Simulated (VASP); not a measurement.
# CaSe (Fm-3m) in VASP: settings compared, part 2 of 2

VASP 6.6.1. Earlier steps stand in the parts before.

## 4. Single point, PBE

The input, INCAR:

```
  PREC = Accurate
  ENCUT = 520
  EDIFF = 1E-7
  ISMEAR = 0
  SIGMA = 0.03
  LREAL = F
  LASPH = T
  NELM = 60
  ALGO = Fast
  ISIF = 2
  LWAVE = F
  LCHARG = F
  GGA = PE
  NBANDS = 15
```

The input, KPOINTS:

```
regular mesh
0
Gamma
  3 3 3
```

The input, POSCAR:

```
CaSe
1.0
    0.0000000000      2.9560000000      2.9560000000
    2.9560000000      0.0000000000      2.9560000000
    2.9560000000      2.9560000000      0.0000000000
Se Ca
1 1
Direct
    0.5000000000      0.5000000000      0.5000000000
    0.0000000000      0.0000000000      0.0000000000
```

Potentials or basis: VASP PAW PBE potentials, release 64 (Se, Ca_sv).

Launch:

```bash
cat potpaw_PBE.64/Se/POTCAR potpaw_PBE.64/Ca_sv/POTCAR > POTCAR
mpirun -np 1 vasp_std > vasp.out
```

OUTCAR:

```text
PREC = Accurate
   ENCUT = 520
   EDIFF = 1E-7
   ISMEAR = 0
   LREAL = F
   LASPH = T
   NELM = 60
   ISIF = 2
   GGA = PE

 ion  position               nearest neighbor table
   1  0.500  0.500  0.500-   2 2.96   2 2.96   2 2.96   2 2.96   2 2.96   2 2.96
   2  0.000  0.000  0.000-   1 2.96   1 2.96   1 2.96   1 2.96   1 2.96   1 2.96

  LATTYP: Found a face centered cubic cell.
 ALAT       =     5.9120000000

  Lattice vectors:

 A1 = (   0.0000000000,   2.9560000000,   2.9560000000)
 A2 = (   2.9560000000,   0.0000000000,   2.9560000000)
 A3 = (   2.9560000000,   2.9560000000,   0.0000000000)

Analysis of symmetry for initial positions (statically):
=====================================================================
 Subroutine PRICEL returns:
 Original cell was already a primitive cell.

 Routine SETGRP: Setting up the symmetry group for a
 face centered cubic supercell.

 Subroutine GETGRP returns: Found 48 space group operations
 (whereof 48 operations were pure point group operations)
 out of a pool of 48 trial point group operations.

The static configuration has the point symmetry O_h .

Analysis of symmetry for dynamics (positions and initial velocities):
=====================================================================
 Subroutine PRICEL returns:
 Original cell was already a primitive cell.

 Routine SETGRP: Setting up the symmetry group for a
 face centered cubic supercell.

 Subroutine GETGRP returns: Found 48 space group operations
 (whereof 48 operations were pure point group operations)
 out of a pool of 48 trial point group operations.

The dynamic configuration has the point symmetry O_h .

 Subroutine INISYM returns: Found 48 space group operations
 (whereof 48 operations are pure point group operations),
 and found     1 'primitive' translations

----------------------------------------------------------------------------------------

[... 100 lines left out ...]
   LEPSILON=     F    determine dielectric tensor
   LRPA    =     F    only Hartree local field effects (RPA)
 non-spin polarized calculation
 RMM-DIIS sequential band-by-band and
 Gauss-broadening in eV      SIGMA  =   0.03
  energy-cutoff  :      520.00
  volume of cell :       51.66
 maximum number of plane-waves:      1411
   NGX = 15   NGY = 15   NGZ = 15

 number of electron      15.9999998 magnetization

 Free energy of the ion-electron system (eV)
  ---------------------------------------------------
  ext. energy  EPLUGINS =         0.00000000
  ---------------------------------------------------
  free energy    TOTEN  =        -9.39111070 eV

  energy without entropy =       -9.39111070  energy(sigma->0) =       -9.39111070

 E-fermi :   2.7433     XC(G=0):  -9.1442

 val. band max:        2.5069496906   @ k =   0.0000   0.0000   0.0000
 cond. band min:       4.8131256799   @ k =   0.3333   0.3333   0.0000
 fundamental gap:      2.3061759893
 Fermi energy:         2.7432778765

 k-point     1 :       0.0000    0.0000    0.0000
  band No.  band energies     occupation
      1     -37.2998      2.00000
      2     -18.2936      2.00000
      3     -18.2936      2.00000
      4     -18.2936      2.00000
      5      -9.2890      2.00000
      6       2.5069      2.00000
      7       2.5069      2.00000
      8       2.5069      2.00000
      9       5.8412      0.00000
     10       6.1661      0.00000
     11       6.1661      0.00000
     12       6.1661      0.00000
     13       6.7326      0.00000
     14       6.7326      0.00000
[... 41 lines left out ...]
      2     -18.3656      2.00000
      3     -18.3525      2.00000
      4     -18.3120      2.00000
      5      -8.6055      2.00000
      6       0.0640      2.00000
      7       0.4370      2.00000
      8       1.3189      2.00000
      9       6.4240      0.00000
     10       7.9236      0.00000
     11       7.9326      0.00000
     12       7.9651      0.00000
     13       8.9992      0.00000
     14       9.5681      0.00000
     15      11.5708      0.00000

------------------------ aborting loop because EDIFF is reached ----------------------------------------

  FORCE on cell =-STRESS in cart. coord.  units (eV):
  Direction    XX          YY          ZZ          XY          YZ          ZX
  --------------------------------------------------------------------------------------
  -------------------------------------------------------------------------------------
  Total        0.6096629      0.6096629      0.6096629     -0.0000000     -0.0000000      0.0000000
  in kB       18.9084999     18.9084999     18.9084999     -0.0000000     -0.0000000      0.0000000
  external PRESSURE =      18.9084999 kB  Pullay stress =       0.0000000 kB

 VOLUME and BASIS-vectors are now :
 -----------------------------------------------------------------------------
  energy-cutoff  :      520.00
  volume of cell :       51.66
      direct lattice vectors                 reciprocal lattice vectors
     0.000000000  2.956000000  2.956000000    -0.169147497  0.169147497  0.169147497
     2.956000000  0.000000000  2.956000000     0.169147497 -0.169147497  0.169147497
     2.956000000  2.956000000  0.000000000     0.169147497  0.169147497 -0.169147497

 POSITION                                       TOTAL-FORCE (eV/Angst)
 -----------------------------------------------------------------------------------
      2.95600      2.95600      2.95600         0.000000      0.000000     -0.000000
      0.00000      0.00000      0.00000        -0.000000     -0.000000      0.000000
 -----------------------------------------------------------------------------------
    total drift:                                0.000000     -0.000000     -0.000000

  FREE ENERGIE OF THE ION-ELECTRON SYSTEM (eV)
  ---------------------------------------------------
  free  energy   TOTEN  =        -9.3911106993 eV

  energy  without entropy=       -9.3911106993  energy(sigma->0) =       -9.39111070
```

OSZICAR:

```text
N       E                     dE             d eps       ncg     rms          rms(c)
DAV:   1     0.106814972540E+03    0.10681E+03   -0.74216E+03   120   0.968E+02
DAV:   2    -0.508050362696E+01   -0.11190E+03   -0.10651E+03   148   0.249E+02
DAV:   3    -0.936917821829E+01   -0.42887E+01   -0.42500E+01   148   0.461E+01
DAV:   4    -0.954988222397E+01   -0.18070E+00   -0.18066E+00   173   0.786E+00
DAV:   5    -0.955087882026E+01   -0.99660E-03   -0.99652E-03   162   0.673E-01    0.431E+00
RMM:   6    -0.939400967905E+01    0.15687E+00   -0.19402E-01   131   0.210E+00    0.261E+00
RMM:   7    -0.938762210485E+01    0.63876E-02   -0.16746E-01   145   0.238E+00    0.824E-01
RMM:   8    -0.939052283830E+01   -0.29007E-02   -0.16976E-02   139   0.111E+00    0.163E-01
RMM:   9    -0.939078462030E+01   -0.26178E-03   -0.52593E-03   163   0.382E-01    0.847E-02
RMM:  10    -0.939097706635E+01   -0.19245E-03   -0.13896E-03   167   0.167E-01    0.571E-02
RMM:  11    -0.939108855039E+01   -0.11148E-03   -0.44859E-04   156   0.124E-01    0.424E-02
RMM:  12    -0.939110152620E+01   -0.12976E-04   -0.15111E-04   172   0.485E-02    0.976E-03
RMM:  13    -0.939110876026E+01   -0.72341E-05   -0.40002E-05   172   0.274E-02    0.147E-02
RMM:  14    -0.939110951781E+01   -0.75755E-06   -0.16997E-05   174   0.164E-02    0.443E-03
RMM:  15    -0.939111014152E+01   -0.62371E-06   -0.54556E-06   172   0.878E-03    0.310E-03
RMM:  16    -0.939111060147E+01   -0.45995E-06   -0.16001E-06   151   0.514E-03    0.103E-03
RMM:  17    -0.939111069928E+01   -0.97812E-07   -0.76835E-07   127   0.323E-03
   1 F= -.93911107E+01 E0= -.93911107E+01  d E =-.210583E-29
```

stdout:

```text
POSCAR found type information on POSCAR SeCa
 POSCAR found :  2 types and       2 ions
 scaLAPACK will be used
 LDA part: xc-table for (Slater+PW92), standard interpolation
 POSCAR, INCAR and KPOINTS ok, starting setup
 FFT: planning ... GRIDC
 FFT: planning ... GRID_SOFT
 FFT: planning ... GRID
 WAVECAR not read
 entering main loop
```

Run time: 8.8 s. Hardware: 1 thread of Intel Xeon Platinum 8375C at 2.90GHz (Ice Lake), shared host; peak memory 0.16 GiB.

What came out:

- Free energy: -9.3911 eV
- Pressure: 1.9 GPa
- Band gap on the k mesh: 2.31 eV, indirect (least direct gap 3.11 eV)

Caveat: the k mesh is coarse (spacing up to 0.61 Å⁻¹), so the values aren't converged; an odd mesh through Γ misses points on the zone boundary, where band edges often lie.

## 5. Single point, PBE

The input, INCAR:

```
PREC     = Accurate       # precision mode
ENCUT    = 520            # plane-wave cutoff, eV
EDIFF    = 1E-7           # SCF threshold, eV
ISMEAR   = 0              # smearing method
SIGMA    = 0.1            # smearing width, eV
LREAL    = F              # projectors in reciprocal space
LASPH    = T              # aspherical terms in the spheres
NELM     = 100            # most SCF steps
ALGO     = Normal         # electronic algorithm
ISIF     = 2              # what is computed and relaxed
LWAVE    = F              # write WAVECAR
LCHARG   = F              # write CHGCAR
GGA      = PE             # functional
```

The input, KPOINTS:

```
Automatic mesh
0
Gamma
  8 8 8
```

POSCAR is that of step 4.

Potentials or basis: VASP PAW PBE potentials, release 54 (Se, Ca_sv).

Launch:

```bash
cat potpaw_PBE.54/Se/POTCAR potpaw_PBE.54/Ca_sv/POTCAR > POTCAR
mpirun -np 1 vasp_std > vasp.out
```

OUTCAR:

```text
PREC = Accurate
   ENCUT = 520
   EDIFF = 1E-7
   ISMEAR = 0
   LREAL = F
   LASPH = T
   NELM = 100
   ISIF = 2
   GGA = PE

 ion  position               nearest neighbor table
   1  0.500  0.500  0.500-   2 2.96   2 2.96   2 2.96   2 2.96   2 2.96   2 2.96
   2  0.000  0.000  0.000-   1 2.96   1 2.96   1 2.96   1 2.96   1 2.96   1 2.96

  LATTYP: Found a face centered cubic cell.
 ALAT       =     5.9120000000

  Lattice vectors:

 A1 = (   0.0000000000,   2.9560000000,   2.9560000000)
 A2 = (   2.9560000000,   0.0000000000,   2.9560000000)
 A3 = (   2.9560000000,   2.9560000000,   0.0000000000)

Analysis of symmetry for initial positions (statically):
=====================================================================
 Subroutine PRICEL returns:
 Original cell was already a primitive cell.

 Routine SETGRP: Setting up the symmetry group for a
 face centered cubic supercell.

 Subroutine GETGRP returns: Found 48 space group operations
 (whereof 48 operations were pure point group operations)
 out of a pool of 48 trial point group operations.

The static configuration has the point symmetry O_h .

Analysis of symmetry for dynamics (positions and initial velocities):
=====================================================================
 Subroutine PRICEL returns:
 Original cell was already a primitive cell.

 Routine SETGRP: Setting up the symmetry group for a
 face centered cubic supercell.

 Subroutine GETGRP returns: Found 48 space group operations
 (whereof 48 operations were pure point group operations)
 out of a pool of 48 trial point group operations.

The dynamic configuration has the point symmetry O_h .

 Subroutine INISYM returns: Found 48 space group operations
 (whereof 48 operations are pure point group operations),
 and found     1 'primitive' translations

----------------------------------------------------------------------------------------

                                     Primitive cell

  volume of cell :      51.6587

  direct lattice vectors                    reciprocal lattice vectors
     0.000000000  2.956000000  2.956000000    -0.169147497  0.169147497  0.169147497
     2.956000000  0.000000000  2.956000000     0.169147497 -0.169147497  0.169147497
     2.956000000  2.956000000  0.000000000     0.169147497  0.169147497 -0.169147497

  length of vectors
     4.180415290  4.180415290  4.180415290     0.292972058  0.292972058  0.292972058

  position of ions in fractional coordinates (direct lattice)
     0.500000000  0.500000000  0.500000000
     0.000000000  0.000000000  0.000000000

  ion indices of the primitive-cell ions
   primitive index   ion index
                 1           1
                 2           2

----------------------------------------------------------------------------------------

 KPOINTS: Automatic mesh

Automatic generation of k-mesh.
 Grid dimensions read from file:
 generate k-points for:    8    8    8

 Generating k-lattice:

  Cartesian coordinates                     Fractional coordinates (reciprocal lattice)
    -0.021143437  0.021143437  0.021143437     0.125000000  0.000000000  0.000000000
     0.021143437 -0.021143437  0.021143437     0.000000000  0.125000000  0.000000000
     0.021143437  0.021143437 -0.021143437     0.000000000  0.000000000  0.125000000

  Length of vectors
     0.036621507  0.036621507  0.036621507

  Shift w.r.t. Gamma in fractional coordinates (k-lattice)
     0.000000000  0.000000000  0.000000000

 Subroutine IBZKPT returns following result:
 ===========================================

 Found     29 irreducible k-points:

 Following reciprocal coordinates:
            Coordinates               Weight
  0.000000  0.000000  0.000000      1.000000
  0.125000  0.000000  0.000000      8.000000
  0.250000  0.000000  0.000000      8.000000
  0.375000  0.000000  0.000000      8.000000
  0.500000  0.000000  0.000000      4.000000
  0.125000  0.125000  0.000000      6.000000
[... 16 lines left out ...]
  0.500000  0.250000  0.125000     48.000000
 -0.375000  0.250000  0.125000     24.000000
 [... further k-points ...]
   k-points           NKPTS =     29   k-points in BZ     NKDIM =     29   number of bands    NBANDS=     12
   number of dos      NEDOS =    301   number of ions     NIONS =      2
   total plane-waves  NPLWV =  32768
   dimension x,y,z NGX =    32 NGY =   32 NGZ =   32
   dimension x,y,z NGXF=    64 NGYF=   64 NGZF=   64
   ions per type =               1   1
   NGX,Y,Z   is equivalent  to a cutoff of  12.73, 12.73, 12.73 a.u.
   NGXF,Y,Z  is equivalent  to a cutoff of  25.45, 25.45, 25.45 a.u.
 SYSTEM =  unknown system
   PREC   = accura    normal or accurate (medium, high low for compatibility)
   ISTART =      0    job   : 0-new  1-cont  2-samecut
   ICHARG =      2    charge: 1-file 2-atom 10-const
   ISPIN  =      1    spin polarized calculation?
   LNONCOLLINEAR =      F non collinear calculations
   LSORBIT =      F    spin-orbit coupling
   LASPH  =      T    aspherical Exc in radial PAW
   ENCUT  =  520.0 eV  38.22 Ry    6.18 a.u.   7.77  7.77  7.77*2*pi/ulx,y,z
   NELM   =    100;   NELMIN=  2; NELMDL= -5     # of ELM steps
   EDIFF  = 0.1E-06   stopping-criterion for ELM
   LREAL  =      F    real-space projection
   EDIFFG = 0.1E-05   stopping-criterion for IOM
   NSW    =      0    number of steps for IOM
   IBRION =     -1    ionic relax: 0-MD 1-quasi-New 2-CG
   NFREE  =      0    steps in history (QN), initial steepest desc. (CG)
   ISIF   =      2    stress and relaxation
   ISYM   =      2    0-nonsym 1-usesym 2-fastsym
   POTIM  = 0.5000    time-step for ionic-motion
   TEBEG  =    0.0;   TEEND  =   0.0 temperature during run
   PSTRESS=    0.0 pullay stress
   NELECT =      16.0000    total number of electrons
   NUPDOWN=      -1.0000    fix difference up-down
   EMIN   =  10.00;   EMAX   =-10.00  energy-range for DOS
   EFERMI =   0.00;   METHOD = LEGACY
   ISMEAR =     0;   SIGMA  =   0.10  broadening in eV -4-tet -1-fermi 0-gaus
   EFERMI_NEDOS =   21; number of points for ismear=-14 and -15
   IALGO  =     38    algorithm
   IMIX   =      4    mixing-type and parameters
     AMIX     =   0.40;   BMIX     =  1.00
     AMIX_MAG =   1.60;   BMIX_MAG =  1.00
  volume/ion in A,a.u.               =      25.83       174.30
  Fermi-wavevector in a.u.,A,eV,Ry     =   1.107645  2.093145 16.692666  1.226876
  Thomas-Fermi vector in A             =   2.244161
   LORBIT       =      0    0 simple, 1 ext, 2 COOP (PROOUT), +10 PAW based schemes
   GGA     = PE    functional components
   LHFCALC =     F    Hartree Fock is set to
   AEXX    =    0.0000 exact exchange contribution
   IVDW    =     0    specifies the selected vdW correction
   LEPSILON=     F    determine dielectric tensor
   LRPA    =     F    only Hartree local field effects (RPA)
 non-spin polarized calculation
 Gauss-broadening in eV      SIGMA  =   0.10
  energy-cutoff  :      520.00
  volume of cell :       51.66
 maximum number of plane-waves:      1411
   NGX = 15   NGY = 15   NGZ = 15

 number of electron      15.9999998 magnetization

 Free energy of the ion-electron system (eV)
  ---------------------------------------------------
  ext. energy  EPLUGINS =         0.00000000
  ---------------------------------------------------
  free energy    TOTEN  =        -9.47998088 eV

  energy without entropy =       -9.47998088  energy(sigma->0) =       -9.47998088

 E-fermi :   2.9105     XC(G=0):  -9.1623

 val. band max:        2.4580907241   @ k =   0.0000   0.0000   0.0000
 cond. band min:       4.4778350878   @ k =   0.5000   0.5000   0.0000
 fundamental gap:      2.0197443637
 Fermi energy:         2.9105232192

 k-point     1 :       0.0000    0.0000    0.0000
  band No.  band energies     occupation
      1     -37.2861      2.00000
      2     -18.2804      2.00000
      3     -18.2804      2.00000
      4     -18.2804      2.00000
      5      -9.3465      2.00000
      6       2.4581      2.00000
      7       2.4581      2.00000
      8       2.4581      2.00000
      9       5.8086      0.00000
     10       6.1637      0.00000
     11       6.1637      0.00000
     12       6.1637      0.00000
[... 331 lines left out ...]
 k-point    24 :      -0.3750    0.2500    0.1250
  band No.  band energies     occupation
      1     -37.2781      2.00000
      2     -18.3741      2.00000
      3     -18.3135      2.00000
      4     -18.2974      2.00000
      5      -8.6603      2.00000
      6      -0.3773      2.00000
      7       0.8261      2.00000
      8       1.2172      2.00000
      9       6.9366      0.00000
     10       7.2207      0.00000
     11       8.1872      0.00000
     12       8.4702      0.00000

 [... further k-points ...]
[... 5 lines left out ...]
  --------------------------------------------------------------------------------------
  -------------------------------------------------------------------------------------
  Total        0.4347293      0.4347293      0.4347293      0.0000000      0.0000000      0.0000000
  in kB       13.4829893     13.4829893     13.4829893      0.0000000      0.0000000      0.0000000
  external PRESSURE =      13.4829893 kB  Pullay stress =       0.0000000 kB

 VOLUME and BASIS-vectors are now :
 -----------------------------------------------------------------------------
  energy-cutoff  :      520.00
  volume of cell :       51.66
      direct lattice vectors                 reciprocal lattice vectors
     0.000000000  2.956000000  2.956000000    -0.169147497  0.169147497  0.169147497
     2.956000000  0.000000000  2.956000000     0.169147497 -0.169147497  0.169147497
     2.956000000  2.956000000  0.000000000     0.169147497  0.169147497 -0.169147497

 POSITION                                       TOTAL-FORCE (eV/Angst)
 -----------------------------------------------------------------------------------
      2.95600      2.95600      2.95600        -0.000000      0.000000      0.000000
      0.00000      0.00000      0.00000         0.000000     -0.000000     -0.000000
 -----------------------------------------------------------------------------------
    total drift:                                0.000000     -0.000000     -0.000000

  FREE ENERGIE OF THE ION-ELECTRON SYSTEM (eV)
  ---------------------------------------------------
  free  energy   TOTEN  =        -9.4799808795 eV

  energy  without entropy=       -9.4799808795  energy(sigma->0) =       -9.47998088
```

Run time: 18 s. Hardware: 1 thread of Intel Xeon Platinum 8259CL at 2.50GHz (Skylake/Cascade Lake), shared host; peak memory 0.18 GiB.

Results:

* Free energy: -9.4800 eV
* Pressure: 1.3 GPa
* Band gap on the k mesh: 2.02 eV, indirect (least direct gap 2.96 eV)

## 6. Comparison with measurements

Step 5. Measured gap of CaSe: 3.85 eV (indirect; 2 K; a printed reference work, monograph, original work of 1988). This calculation gives 2.02 eV (-1.83 eV). Spin-orbit coupling on Se is left out. The value is that of PBE on a finite k mesh, which can miss the band edges, without temperature or zero-point motion. Semilocal functionals fall short of measured gaps as a rule.
